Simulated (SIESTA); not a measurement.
Crystal: TiO2.

```
Ti O
1.0
     6.15358   -1.88347    0.00000
     6.15358    1.88347    0.00000
    -1.92833    0.00000    6.32897
Ti O
4 8
Direct
  0.90007 0.90007 0.28960
  0.19529 0.19529 0.28376
  0.09993 0.09993 0.71040
  0.80471 0.80471 0.71624
  0.36193 0.36193 0.29340
  0.26349 0.26349 0.65250
  0.86719 0.86719 0.99529
  0.73651 0.73651 0.34750
  0.94165 0.94165 0.63002
  0.13281 0.13281 0.00471
  0.63807 0.63807 0.70660
  0.05835 0.05835 0.36998
```

The cell comes from a database or a generator and needn't be the stable form of this composition.

Base run:

| Item | Value |
| --- | --- |
| Program | SIESTA 5.4.2 |
| Functional | PBE |
| Potentials or basis | PseudoDojo 0.4 standard (PBE files) |
| Basis | DZP (energy shift 0.003 Ry; two zetas on semicore shells) |
| Grid cutoff | 800 Ry |
| Energy shift | 0.003 Ry |
| k mesh | 8 × 8 × 4 |
| Occupations | fermi-dirac, width 0.05 eV |
| Spin | no spin polarisation |

Its results: band gap on the k mesh 2.64 eV, indirect (least direct gap 2.80 eV); pressure 1.5 GPa; largest force 0.179 eV/Å.

Task: The run is repeated on the same cell with these changes: functional from PBE to PBEsol; potentials or basis from PseudoDojo 0.4 standard (PBE files) to PseudoDojo 0.4 standard (PBEsol files). What comes out?

Result: Band gap on the k mesh 2.62 eV, indirect (least direct gap 2.78 eV); pressure -4.0 GPa; largest force 0.170 eV/Å.

Caveats: the basis of atomic orbitals isn't converged, which shifts pressures, moduli and gaps.
